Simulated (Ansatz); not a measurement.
CsH:

```
Cs H
1.0
     3.81841    0.00000    0.00000
     0.00000    3.81841    0.00000
     0.00000    0.00000    3.81841
Cs H
1 1
Direct
  0.00000 0.00000 0.00000
  0.50000 0.50000 0.50000
```

The cell comes from a database or a generator and needn't be the stable form of this composition.

```yaml
Program: Ansatz 0.2.0
Task: relaxation of cell and atoms
Functional: LDA
Potentials_or_basis: all-electron LAPW, relativistic spinors
Basis_error_allowed: 0.001 eV/atom
k_mesh: 5 × 5 × 5
Occupations: fermi-dirac, width 0.05 eV
Spin: spin-orbit coupling, no magnetisation
```

At the start: volume 27.84 Å³/atom.

Where does the relaxation end?

Over 5 steps the energy falls by 26.2 meV/atom and the volume is 24.06 Å³/atom (-13.6 %); space group Pm-3m (No. 221, to 0.05 Å).

Step by step:
| step | energy change (eV) | largest force (eV/Å) | volume (Å³) |
| --- | --- | --- | --- |
| 1 | 0.0000 | 0.0000 | 55.67 |
| 2 | -0.0390 | 0.0000 | 51.70 |
| 3 | -0.0508 | 0.0000 | 47.02 |
| 4 | -0.0524 | 0.0000 | 48.13 |
| 5 | -0.0524 | 0.0000 | 48.13 |

Final structure:
```
Cs H
1.0
     3.63741    0.00000    0.00000
     0.00000    3.63741    0.00000
     0.00000    0.00000    3.63741
Cs H
1 1
Direct
  0.00000 0.00000 0.00000
  0.50000 0.50000 0.50000
```
